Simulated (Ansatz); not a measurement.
Geometry optimisation in Ansatz: input, command and trajectory.

```yaml
crystal:
  lattice:
    - [-3.333128794, 3.333128794, 3.333128794]
    - [3.333128794, -3.333128794, 3.333128794]
    - [3.333128794, 3.333128794, -3.333128794]
  atoms:
    - { symbol: Hf, position: [0.25, 0.625, 0.375] }
    - { symbol: Hf, position: [0.375, 0.25, 0.625] }
    - { symbol: Hf, position: [0.75, 0.875, 0.125] }
    - { symbol: Hf, position: [0.125, 0.75, 0.875] }
    - { symbol: Hf, position: [0.625, 0.375, 0.25] }
    - { symbol: Hf, position: [0.875, 0.125, 0.75] }
    - { symbol: "N", position: [0.133009277, 0.133009277, 0.133009277] }
    - { symbol: "N", position: [0.866990723, 0.5, 0.0] }
    - { symbol: "N", position: [0.5, 0.0, 0.366990723] }
    - { symbol: "N", position: [0.0, 0.866990723, 0.5] }
    - { symbol: "N", position: [0.366990723, 0.5, 0.0] }
    - { symbol: "N", position: [0.633009277, 0.633009277, 0.633009277] }
    - { symbol: "N", position: [0.0, 0.366990723, 0.5] }
    - { symbol: "N", position: [0.5, 0.0, 0.866990723] }
basis:
  ecutwfc: 420
kpoints:
  mp_grid: { grid: [6, 6, 6] }
hamiltonian:
  xc: pbe
scf:
  occupations: { method: gaussian, width: 0.02 }
output:
  forces: true
  stress: true
  eigenvalues: true
  write_density: true
  write_potential: true
  elf: true
  volumetric_format: npy
relax:
  adjacent_minimum: "off"
  f_tol: 0.01
  max_steps: 30
```

```bash
ansatz run input.yaml --threads 4 --pin off --max-ram 10240MiB --backend cpu --events-out ev --progress --plain --runs-dir out
```

Computed with DFT PBE, scalar-relativistic, plane waves, PAW (Ansatz 0.2.0).

The volume is held at 0.97 times that of the relaxed cell.

Of 4 frames 3 are shown, positions in Å and forces in eV/Å; the SCF threshold varies from step to step.

```xyz
14
Lattice="-3.3331 3.3331 3.3331 3.3331 -3.3331 3.3331 3.3331 3.3331 -3.3331" Properties=species:S:1:pos:R:3:forces:R:3 pbc="T T T" step=1 free_energy_over_end_meV_per_atom=1.75
Hf    2.4998    0.0000    1.6666    0.0000    0.0000    0.0000
Hf    1.6666    2.4998    0.0000    0.0000    0.0000    0.0000
Hf    0.8333    0.0000    4.9997    0.0000    0.0000    0.0000
Hf    4.9997    0.8333    0.0000    0.0000    0.0000    0.0000
Hf    0.0000    1.6666    2.4998    0.0000    0.0000    0.0000
Hf    0.0000    4.9997    0.8333    0.0000    0.0000    0.0000
N     0.4433    0.4433    0.4433    0.1108    0.1108    0.1108
N    -1.2232    1.2232    4.5564    0.1108   -0.1108   -0.1108
N    -0.4433    2.8898    0.4433   -0.1108   -0.1108    0.1108
N     4.5564   -1.2232    1.2232   -0.1108    0.1108   -0.1108
N     0.4433   -0.4433    2.8898    0.1108   -0.1108   -0.1108
N     2.1099    2.1099    2.1099    0.1108    0.1108    0.1108
N     2.8898    0.4433   -0.4433   -0.1108    0.1108   -0.1108
N     1.2232    4.5564   -1.2232   -0.1108   -0.1108    0.1108
14
Lattice="-3.3331 3.3331 3.3331 3.3331 -3.3331 3.3331 3.3331 3.3331 -3.3331" Properties=species:S:1:pos:R:3:forces:R:3 pbc="T T T" step=2 free_energy_over_end_meV_per_atom=0.67
Hf    2.4998    0.0000    1.6666    0.0000    0.0000    0.0000
Hf    1.6666    2.4998    0.0000    0.0000    0.0000    0.0000
Hf    0.8333    0.0000    4.9997    0.0000    0.0000    0.0000
Hf    4.9997    0.8333    0.0000    0.0000    0.0000    0.0000
Hf    0.0000    1.6666    2.4998    0.0000    0.0000    0.0000
Hf    0.0000    4.9997    0.8333    0.0000    0.0000    0.0000
N     0.4503    0.4503    0.4503    0.0689    0.0689    0.0689
N    -1.2163    1.2163    4.5494    0.0689   -0.0689   -0.0689
N    -0.4503    2.8828    0.4503   -0.0689   -0.0689    0.0689
N     4.5494   -1.2163    1.2163   -0.0689    0.0689   -0.0689
N     0.4503   -0.4503    2.8828    0.0689   -0.0689   -0.0689
N     2.1169    2.1169    2.1169    0.0689    0.0689    0.0689
N     2.8828    0.4503   -0.4503   -0.0689    0.0689   -0.0689
N     1.2163    4.5494   -1.2163   -0.0689   -0.0689    0.0689
14
Lattice="-3.3331 3.3331 3.3331 3.3331 -3.3331 3.3331 3.3331 3.3331 -3.3331" Properties=species:S:1:pos:R:3:forces:R:3 pbc="T T T" step=4 free_energy_over_end_meV_per_atom=0.00
Hf    2.4998    0.0000    1.6666    0.0000    0.0000    0.0000
Hf    1.6666    2.4998    0.0000    0.0000    0.0000    0.0000
Hf    0.8333    0.0000    4.9997    0.0000    0.0000    0.0000
Hf    4.9997    0.8333    0.0000    0.0000    0.0000    0.0000
Hf    0.0000    1.6666    2.4998    0.0000    0.0000    0.0000
Hf    0.0000    4.9997    0.8333    0.0000    0.0000    0.0000
N     0.4618    0.4618    0.4618   -0.0009   -0.0009   -0.0009
N    -1.2048    1.2048    4.5379   -0.0009    0.0009    0.0009
N    -0.4618    2.8713    0.4618    0.0009    0.0009   -0.0009
N     4.5379   -1.2048    1.2048    0.0009   -0.0009    0.0009
N     0.4618   -0.4618    2.8713   -0.0009    0.0009    0.0009
N     2.1284    2.1284    2.1284   -0.0009   -0.0009   -0.0009
N     2.8713    0.4618   -0.4618    0.0009   -0.0009    0.0009
N     1.2048    4.5379   -1.2048    0.0009    0.0009   -0.0009
```

It took 58 s on 4 threads of Intel(R) Xeon(R) Processor @ 2.50GHz (Skylake/Cascade Lake), with other jobs on the host, peak memory 0.79 GiB.

Spin–orbit coupling is left out, which can shift energies with elements as heavy as these.